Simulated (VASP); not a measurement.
# SiC (P6_3mc) in VASP: further runs

One crystal, SiC, is run at these levels: PBE; tasks: relaxation of cell and atoms.

All numbers are computed with VASP 6.6.1; they aren't measurements. Logs are shortened: lines on timing, memory, paths and dates and some standing lists are left out, and cuts for length are marked.

## Step 1: The crystal as given

The structure is hexagonal, space group P6_3mc (No. 186). The conventional cell has a = 3.076 Å, b = 3.076 Å, c = 5.048 Å, α = 90.00°, β = 90.00°, γ = 120.00°. Around Si (site symmetry 3m) lie 4 C at 1.87 to 1.94 Å. C (site symmetry 3m) is surrounded by 4 Si at 1.87 to 1.94 Å.

## Step 2: Relaxation of cell and atoms, PBE

The input, INCAR:

```
SYSTEM = SiC
ALGO = Normal
EDIFF = 1E-7
EDIFFG = -0.002
ENCUT = 520
GGA = PE
IBRION = 2
ISIF = 3
ISMEAR = 0
LASPH = .True.
LCHARG = .False.
LREAL = .False.
LWAVE = .False.
NELM = 100
NSW = 80
PREC = Accurate
SIGMA = 0.02
```

The input, KPOINTS:

```
k-points
0
Gamma
  6 6 2
  0 0 0
```

The input, POSCAR:

```
SiC
1.0
    3.0760000000      0.0000000000      0.0000000000
   -1.5380000000      2.6638941400      0.0000000000
    0.0000000000      0.0000000000      5.0480000000
Si C
2 2
Direct
    0.3333333300      0.6666666700      0.0000000000
    0.6666666700      0.3333333300      0.5000000000
    0.3333333300      0.6666666700      0.3850000000
    0.6666666700      0.3333333300      0.8850000000
```

Potentials or basis: VASP PAW PBE potentials, release 64 (Si, C).

On the command line:

```bash
> cat potpaw_PBE.64/Si/POTCAR potpaw_PBE.64/C/POTCAR > POTCAR
> mpirun -np 1 vasp_std > vasp.out
```

OUTCAR:

```text
SYSTEM = SiC
   EDIFF = 1E-7
   EDIFFG = -0.002
   ENCUT = 520
   GGA = PE
   IBRION = 2
   ISIF = 3
   ISMEAR = 0
   LASPH = .True.
   LREAL = .False.
   NELM = 100
   NSW = 80
   PREC = Accurate

 ion  position               nearest neighbor table
   1  0.333  0.667  0.000-   4 1.87   4 1.87   4 1.87   3 1.94   2 3.09   2 3.09   2 3.09   2 3.09
                             2 3.09   2 3.09
   2  0.667  0.333  0.500-   3 1.87   3 1.87   3 1.87   4 1.94   1 3.09   1 3.09   1 3.09   1 3.09
                             1 3.09   1 3.09
   3  0.333  0.667  0.385-   2 1.87   2 1.87   2 1.87   1 1.94
   4  0.667  0.333  0.885-   1 1.87   1 1.87   1 1.87   2 1.94

  LATTYP: Found a hexagonal cell.
 ALAT       =     3.0760000000
 C/A-ratio  =     1.6410923277

  Lattice vectors:

 A1 = (   3.0760000000,   0.0000000000,   0.0000000000)
 A2 = (  -1.5380000000,   2.6638941400,   0.0000000000)
 A3 = (   0.0000000000,   0.0000000000,   5.0480000000)

Analysis of symmetry for initial positions (statically):
=====================================================================
 Subroutine PRICEL returns:
 Original cell was already a primitive cell.

 Routine SETGRP: Setting up the symmetry group for a
 hexagonal supercell.

 Subroutine GETGRP returns: Found 12 space group operations
 (whereof  6 operations were pure point group operations)
 out of a pool of 24 trial point group operations.

The static configuration has the point symmetry C_3v.
 The point group associated with its full space group is C_6v.

Analysis of symmetry for dynamics (positions and initial velocities):
=====================================================================
 Subroutine PRICEL returns:
 Original cell was already a primitive cell.

 Routine SETGRP: Setting up the symmetry group for a
 hexagonal supercell.

 Subroutine GETGRP returns: Found 12 space group operations
 (whereof  6 operations were pure point group operations)
 out of a pool of 24 trial point group operations.

The dynamic configuration has the point symmetry C_3v.
 The point group associated with its full space group is C_6v.

 Subroutine INISYM returns: Found 12 space group operations
 (whereof  6 operations are pure point group operations),
 and found     1 'primitive' translations

----------------------------------------------------------------------------------------
[... 79 lines left out ...]
   ICHARG =      2    charge: 1-file 2-atom 10-const
   ISPIN  =      1    spin polarized calculation?
   LNONCOLLINEAR =      F non collinear calculations
   LSORBIT =      F    spin-orbit coupling
   LASPH  =      T    aspherical Exc in radial PAW
   ENCUT  =  520.0 eV  38.22 Ry    6.18 a.u.   5.72  5.72  9.39*2*pi/ulx,y,z
   NELM   =    100;   NELMIN=  2; NELMDL= -5     # of ELM steps
   EDIFF  = 0.1E-06   stopping-criterion for ELM
   LREAL  =      F    real-space projection
   EDIFFG = -.2E-02   stopping-criterion for IOM
   NSW    =     80    number of steps for IOM
   IBRION =      2    ionic relax: 0-MD 1-quasi-New 2-CG
   NFREE  =      1    steps in history (QN), initial steepest desc. (CG)
   ISIF   =      3    stress and relaxation
   ISYM   =      2    0-nonsym 1-usesym 2-fastsym
   POTIM  = 0.5000    time-step for ionic-motion
   TEBEG  =    0.0;   TEEND  =   0.0 temperature during run
   PSTRESS=    0.0 pullay stress
   NELECT =      16.0000    total number of electrons
   NUPDOWN=      -1.0000    fix difference up-down
   EMIN   =  10.00;   EMAX   =-10.00  energy-range for DOS
   EFERMI =   0.00;   METHOD = LEGACY
   ISMEAR =     0;   SIGMA  =   0.02  broadening in eV -4-tet -1-fermi 0-gaus
   EFERMI_NEDOS =   21; number of points for ismear=-14 and -15
   IALGO  =     38    algorithm
   IMIX   =      4    mixing-type and parameters
     AMIX     =   0.40;   BMIX     =  1.00
     AMIX_MAG =   1.60;   BMIX_MAG =  1.00
  volume/ion in A,a.u.               =      10.34        69.78
  Fermi-wavevector in a.u.,A,eV,Ry     =   1.192817  2.254098 19.358549  1.422813
  Thomas-Fermi vector in A             =   2.328847
   LORBIT       =      0    0 simple, 1 ext, 2 COOP (PROOUT), +10 PAW based schemes
   GGA     = PE    functional components
   LHFCALC =     F    Hartree Fock is set to
   AEXX    =    0.0000 exact exchange contribution
   IVDW    =     0    specifies the selected vdW correction
   LEPSILON=     F    determine dielectric tensor
   LRPA    =     F    only Hartree local field effects (RPA)
 conjugate gradient relaxation of ions
 non-spin polarized calculation
 Gauss-broadening in eV      SIGMA  =   0.02
  energy-cutoff  :      520.00
  volume of cell :       41.36
 maximum number of plane-waves:      1132
 NGX is ok and might be reduce to    24
   NGX = 11   NGY = 11   NGZ = 19

--------------------------------------- Ionic step        1  -------------------------------------------

 number of electron      16.0000000 magnetization

 Free energy of the ion-electron system (eV)
  ---------------------------------------------------
  ext. energy  EPLUGINS =         0.00000000
  ---------------------------------------------------
  free energy    TOTEN  =       -30.06422464 eV

  energy without entropy =      -30.06422464  energy(sigma->0) =      -30.06422464

------------------------ aborting loop because EDIFF is reached ----------------------------------------

  FORCE on cell =-STRESS in cart. coord.  units (eV):
  Direction    XX          YY          ZZ          XY          YZ          ZX
  --------------------------------------------------------------------------------------
  -------------------------------------------------------------------------------------
  Total        1.3170364      1.3170364      0.2561980      0.0000000      0.0000000      0.0000000
  in kB       51.0135687     51.0135686      9.9234726      0.0000000      0.0000000      0.0000000
  external PRESSURE =      37.3168700 kB  Pullay stress =       0.0000000 kB
[... 215 lines left out ...]
--------------------------------------- Ionic step        7  -------------------------------------------

 number of electron      16.0000000 magnetization

 Free energy of the ion-electron system (eV)
  ---------------------------------------------------
  ext. energy  EPLUGINS =         0.00000000
  ---------------------------------------------------
  free energy    TOTEN  =       -30.10451859 eV

  energy without entropy =      -30.10451859  energy(sigma->0) =      -30.10451859

 E-fermi :   8.2142     XC(G=0): -11.2801

 val. band max:        8.0824022923   @ k =   0.0000   0.0000   0.0000
 cond. band min:      10.3874281802   @ k =   0.3333   0.3333   0.0000
 fundamental gap:      2.3050258880
 Fermi energy:         8.2142272784

 k-point     1 :       0.0000    0.0000    0.0000
  band No.  band energies     occupation
      1      -7.3605      2.00000
      2      -3.8630      2.00000
      3      -0.5234      2.00000
      4       6.7796      2.00000
      5       6.7796      2.00000
      6       7.9748      2.00000
      7       8.0824      2.00000
      8       8.0824      2.00000
      9      12.7713      0.00000
     10      14.1055      0.00000
     11      14.6639      0.00000
     12      14.6639      0.00000
[... 224 lines left out ...]
  FREE ENERGIE OF THE ION-ELECTRON SYSTEM (eV)
  ---------------------------------------------------
  free  energy   TOTEN  =       -30.1045185907 eV

  energy  without entropy=      -30.1045185907  energy(sigma->0) =      -30.10451859

 reached required accuracy - stopping structural energy minimisation
```

Wall time 28 s (1 thread of AMD EPYC 7R13 (Zen 3), shared host); peak memory 0.12 GiB.

What came out:

```
Free energy                            : -30.1045 eV
Relaxed volume                         : 10.51 Å³/atom
Relaxed cell                           : a = 3.091 Å, b = 3.091 Å, c = 5.079 Å, α = 90.00°, β = 90.00°, γ = 120.00°
Space group after relaxing (to 0.05 Å) : P6_3mc (No. 186)
Energy gained by relaxing              : 10.1 meV/atom
Ionic steps                            : 7
Pressure after relaxing                : 0.0 GPa
Band gap on the k mesh                 : 2.30 eV, indirect (least direct gap 3.95 eV)
```

Step by step:
```
step  energy change (eV)  largest force (eV/Å)  pressure (GPa)  volume (Å³)
   1              0.0000                0.7224            3.73        41.36
   2             -0.0038                0.5820           -3.67        42.82
   3             -0.0371                0.0818           -0.46        42.11
   4             -0.0402                0.0260           -0.01        42.03
   5             -0.0403                0.0095           -0.07        42.04
   6             -0.0403                0.0084            0.05        42.01
   7             -0.0403                0.0006            0.00        42.02
```

Final structure:
```
Si C
1.0
     3.09102    0.00000    0.00000
    -1.54551    2.67690    0.00000
     0.00000    0.00000    5.07893
Si C
2 2
Direct
  0.33333 0.66667 0.00444
  0.66667 0.33333 0.50444
  0.33333 0.66667 0.38056
  0.66667 0.33333 0.88056
```

Levels at points of the mesh, in eV from the valence-band top:
| k point | band 4 | band 5 | band 6 | band 7 | band 8 | band 9 | band 10 | band 11 | band 12 |
| --- | --- | --- | --- | --- | --- | --- | --- | --- | --- |
| (0.00, 0.00, 0.00) | -1.30 | -1.30 | -0.11 | 0.00 | 0.00 | 4.69 | 6.02 | 6.58 | 6.58 |
| (0.50, 0.00, 0.00) | -6.26 | -5.37 | -3.28 | -3.24 | -1.19 | 2.76 | 4.21 | 6.76 | 7.08 |
| (0.00, 0.00, 0.50) | -4.41 | -0.70 | -0.70 | -0.70 | -0.70 | 5.77 | 5.77 | 7.27 | 7.27 |
| (0.50, 0.00, 0.50) | -8.19 | -2.42 | -2.42 | -2.31 | -2.31 | 3.25 | 3.25 | 5.18 | 5.18 |

Caveat: the k mesh is coarse (spacing up to 0.62 Å⁻¹), so the values aren't converged. Expect the measured gap to be larger: semilocal functionals such as PBE lack the derivative discontinuity.

## Step 3: Relaxation of cell and atoms, PBE

This run uses another cell than the first one, of 10.51 Å³/atom, 1.016 times its volume.

INCAR is that of step 2.

KPOINTS is that of step 2.

The input, POSCAR:

```
SiC                                     
1.0
    3.0910170389     -0.0000000000      0.0000000000
   -1.5455085195      2.6768992772     -0.0000000000
   -0.0000000000      0.0000000000      5.0789311072
  Si              C             
     2     2
Direct
     0.3333333300000021    0.6666666699999979    0.0044430968122092
     0.6666666699999979    0.3333333300000021    0.5044430968122092
     0.3333333300000021    0.6666666699999979    0.3805569031877888
     0.6666666699999979    0.3333333300000021    0.8805569031877888
```

Potentials or basis: VASP PAW PBE potentials, release 64 (Si, C).

On the command line:

```bash
> cat potpaw_PBE.64/Si/POTCAR potpaw_PBE.64/C/POTCAR > POTCAR
> mpirun -np 1 vasp_std > vasp.out
```

OUTCAR:

```text
SYSTEM = SiC
   EDIFF = 1E-7
   EDIFFG = -0.002
   ENCUT = 520
   GGA = PE
   IBRION = 2
   ISIF = 3
   ISMEAR = 0
   LASPH = .True.
   LREAL = .False.
   NELM = 100
   NSW = 80
   PREC = Accurate

 ion  position               nearest neighbor table
   1  0.333  0.667  0.004-   4 1.89   4 1.89   4 1.89   3 1.91   2 3.10   2 3.10   2 3.10   2 3.10
                             2 3.10   2 3.10
   2  0.667  0.333  0.504-   3 1.89   3 1.89   3 1.89   4 1.91   1 3.10   1 3.10   1 3.10   1 3.10
                             1 3.10   1 3.10
   3  0.333  0.667  0.381-   2 1.89   2 1.89   2 1.89   1 1.91
   4  0.667  0.333  0.881-   1 1.89   1 1.89   1 1.89   2 1.91

  LATTYP: Found a hexagonal cell.
 ALAT       =     3.0910170389
 C/A-ratio  =     1.6431262084

  Lattice vectors:

 A1 = (   3.0910170389,   0.0000000000,   0.0000000000)
 A2 = (  -1.5455085195,   2.6768992772,   0.0000000000)
 A3 = (   0.0000000000,   0.0000000000,   5.0789311072)

Analysis of symmetry for initial positions (statically):
=====================================================================
 Subroutine PRICEL returns:
 Original cell was already a primitive cell.

 Routine SETGRP: Setting up the symmetry group for a
 hexagonal supercell.

 Subroutine GETGRP returns: Found 12 space group operations
 (whereof  6 operations were pure point group operations)
 out of a pool of 24 trial point group operations.

The static configuration has the point symmetry C_3v.
 The point group associated with its full space group is C_6v.

Analysis of symmetry for dynamics (positions and initial velocities):
=====================================================================
 Subroutine PRICEL returns:
 Original cell was already a primitive cell.

 Routine SETGRP: Setting up the symmetry group for a
 hexagonal supercell.

 Subroutine GETGRP returns: Found 12 space group operations
 (whereof  6 operations were pure point group operations)
 out of a pool of 24 trial point group operations.

The dynamic configuration has the point symmetry C_3v.
 The point group associated with its full space group is C_6v.
[... 128 lines left out ...]
 maximum number of plane-waves:      1170
 NGX is ok and might be reduce to    24
   NGX = 11   NGY = 11   NGZ = 19

 number of electron      16.0000000 magnetization

 Free energy of the ion-electron system (eV)
  ---------------------------------------------------
  ext. energy  EPLUGINS =         0.00000000
  ---------------------------------------------------
  free energy    TOTEN  =       -30.10474903 eV

  energy without entropy =      -30.10474903  energy(sigma->0) =      -30.10474903

 E-fermi :   8.2143     XC(G=0): -11.2801

 val. band max:        8.0823587396   @ k =   0.0000   0.0000   0.0000
 cond. band min:      10.3874171968   @ k =   0.3333   0.3333   0.0000
 fundamental gap:      2.3050584572
 Fermi energy:         8.2143174867

 k-point     1 :       0.0000    0.0000    0.0000
  band No.  band energies     occupation
      1      -7.3605      2.00000
      2      -3.8630      2.00000
      3      -0.5233      2.00000
      4       6.7796      2.00000
      5       6.7796      2.00000
      6       7.9748      2.00000
      7       8.0824      2.00000
      8       8.0824      2.00000
      9      12.7713      0.00000
     10      14.1055      0.00000
     11      14.6639      0.00000
     12      14.6639      0.00000
[... 181 lines left out ...]
 k-point    14 :       0.3333    0.3333    0.5000
  band No.  band energies     occupation
      1      -2.6395      2.00000
      2      -2.6395      2.00000
      3       0.3856      2.00000
      4       0.3856      2.00000
      5       2.5216      2.00000
      6       2.5216      2.00000
      7       6.3559      2.00000
      8       6.3559      2.00000
      9      13.0613      0.00000
     10      13.0613      0.00000
     11      14.0665      0.00000
     12      14.0665      0.00000

------------------------ aborting loop because EDIFF is reached ----------------------------------------

  FORCE on cell =-STRESS in cart. coord.  units (eV):
  Direction    XX          YY          ZZ          XY          YZ          ZX
  --------------------------------------------------------------------------------------
  -------------------------------------------------------------------------------------
  Total       -0.0005923     -0.0005923     -0.0036834      0.0000000      0.0000000      0.0000000
  in kB       -0.0225796     -0.0225796     -0.1404291      0.0000000      0.0000000      0.0000000
  external PRESSURE =      -0.0618627 kB  Pullay stress =       0.0000000 kB

 VOLUME and BASIS-vectors are now :
 -----------------------------------------------------------------------------
  energy-cutoff  :      520.00
  volume of cell :       42.02
      direct lattice vectors                 reciprocal lattice vectors
     3.091017039  0.000000000  0.000000000     0.323518113  0.186783270  0.000000000
    -1.545508520  2.676899277  0.000000000     0.000000000  0.373566540  0.000000000
     0.000000000  0.000000000  5.078931107     0.000000000  0.000000000  0.196891822

 POSITION                                       TOTAL-FORCE (eV/Angst)
 -----------------------------------------------------------------------------------
     -0.00000      1.78460      0.02257        -0.000000      0.000000      0.000573
      1.54551      0.89230      2.56203         0.000000     -0.000000      0.000573
     -0.00000      1.78460      1.93282        -0.000000      0.000000     -0.000573
      1.54551      0.89230      4.47229         0.000000     -0.000000     -0.000573
 -----------------------------------------------------------------------------------
    total drift:                               -0.000004      0.000002     -0.000069

  FREE ENERGIE OF THE ION-ELECTRON SYSTEM (eV)
  ---------------------------------------------------
  free  energy   TOTEN  =       -30.1047490272 eV

  energy  without entropy=      -30.1047490272  energy(sigma->0) =      -30.10474903

 reached required accuracy - stopping structural energy minimisation
```

OSZICAR:

```text
N       E                     dE             d eps       ncg     rms          rms(c)
DAV:   1     0.370667171992E+02    0.37067E+02   -0.74508E+03   336   0.120E+03
DAV:   2    -0.305011336097E+02   -0.67568E+02   -0.59968E+02   488   0.188E+02
DAV:   3    -0.337069107003E+02   -0.32058E+01   -0.31885E+01   440   0.413E+01
DAV:   4    -0.337462552816E+02   -0.39345E-01   -0.39324E-01   408   0.551E+00
DAV:   5    -0.337469203977E+02   -0.66512E-03   -0.66503E-03   428   0.674E-01    0.123E+01
DAV:   6    -0.302081455727E+02    0.35388E+01   -0.10604E+01   412   0.207E+01    0.545E+00
DAV:   7    -0.301204033888E+02    0.87742E-01   -0.84030E-01   416   0.614E+00    0.243E+00
DAV:   8    -0.301049333770E+02    0.15470E-01   -0.41801E-02   388   0.156E+00    0.532E-01
DAV:   9    -0.301044642178E+02    0.46916E-03   -0.55191E-03   412   0.584E-01    0.130E-01
DAV:  10    -0.301047334801E+02   -0.26926E-03   -0.69245E-04   396   0.188E-01    0.524E-02
DAV:  11    -0.301047473497E+02   -0.13870E-04   -0.11640E-04   400   0.832E-02    0.120E-02
DAV:  12    -0.301047485426E+02   -0.11929E-05   -0.43133E-06   400   0.168E-02    0.301E-03
DAV:  13    -0.301047489691E+02   -0.42646E-06   -0.24026E-07   356   0.413E-03    0.164E-03
DAV:  14    -0.301047490272E+02   -0.58163E-07   -0.17394E-08   224   0.118E-03
   1 F= -.30104749E+02 E0= -.30104749E+02  d E =-.301047E+02
```

It took 7.8 s on 1 thread of AMD EPYC 7R13 (Zen 3), shared host; peak memory 0.12 GiB.

What came out:

| Item | Value |
| --- | --- |
| Free energy | -30.1047 eV |
| Pressure after relaxing | 0.0 GPa |
| Band gap on the k mesh | 2.30 eV, indirect (least direct gap 3.95 eV) |

Final structure:
```
Si C
1.0
     3.09102    0.00000    0.00000
    -1.54551    2.67690    0.00000
     0.00000    0.00000    5.07893
Si C
2 2
Direct
  0.33333 0.66667 0.00444
  0.66667 0.33333 0.50444
  0.33333 0.66667 0.38056
  0.66667 0.33333 0.88056
```

Caveat: the k mesh is coarse (spacing up to 0.62 Å⁻¹), so the values aren't converged; the relaxation stopped at its first step, so nothing moved. A k mesh can miss the band edges.
